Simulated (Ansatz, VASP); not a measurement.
This is a calculation of Ti for VASP 6.6.1.

INCAR

```
SYSTEM = Ti
PREC = Accurate
ENCUT = 520
EDIFF = 1E-6
ISMEAR = -1
SIGMA = 0.05
LREAL = .False.
LASPH = .True.
NELM = 60
ALGO = Normal
ISIF = 2
LWAVE = .False.
LCHARG = .False.
NBANDS = 12
```

Contents of KPOINTS:

```
regular mesh
0
Gamma
  11 11 11
  0 0 0
```

The input POSCAR:

```
Ti
1.0
   -1.6518678664      1.6518678664      1.6518678664
    1.6518678664     -1.6518678664      1.6518678664
    1.6518678664      1.6518678664     -1.6518678664
Ti
1
Direct
    0.0000000000      0.0000000000      0.0000000000
```

Potentials or basis: VASP PAW LDA potentials, release 64 (Ti_sv).

Run with:

```sh
$ cat potpaw_LDA.64/Ti_sv/POTCAR > POTCAR
$ mpirun -np 1 vasp_std > vasp.out
```

Task: Translate it to Ansatz 0.2.0. Potentials there: all-electron LAPW, scalar-relativistic.

Result: As run (the cutoff follows the program's own potentials):

Contents of input.yaml:

```yaml
crystal:
  lattice:
    - [-1.6518678664, 1.6518678664, 1.6518678664]
    - [1.6518678664, -1.6518678664, 1.6518678664]
    - [1.6518678664, 1.6518678664, -1.6518678664]
  atoms:
    - { symbol: Ti, position: [0.0, 0.0, 0.0] }
kpoints:
  mp_grid: { grid: [11, 11, 11] }
scf:
  occupations: { method: fermi_dirac, width: 0.05 }
hamiltonian:
  xc: lda
  pseudopotentials: { kind: all_electron, lapw: { basis_error: 0.001 } }
output:
  forces: true
  stress: true
  eigenvalues: true
```

Potentials or basis: all-electron LAPW, scalar-relativistic.

The run is started by

```sh
$ ansatz run input.yaml --threads 1 --pin off --max-ram 3072MiB --backend cpu --events-out ev --progress --plain --runs-dir out
```

Both were run:

|  | VASP | Ansatz | Ansatz less VASP |
| --- | --- | --- | --- |
| gap on the k mesh at the Fermi level (eV) | none | none | - |
| pressure (GPa) | -12.5 | -12.5 | +0.02 |

A gap of «none» marks a metal or a gap that the smearing closes. Ansatz ran all-electron here, so the differences hold the error of VASP's frozen core and of both bases.
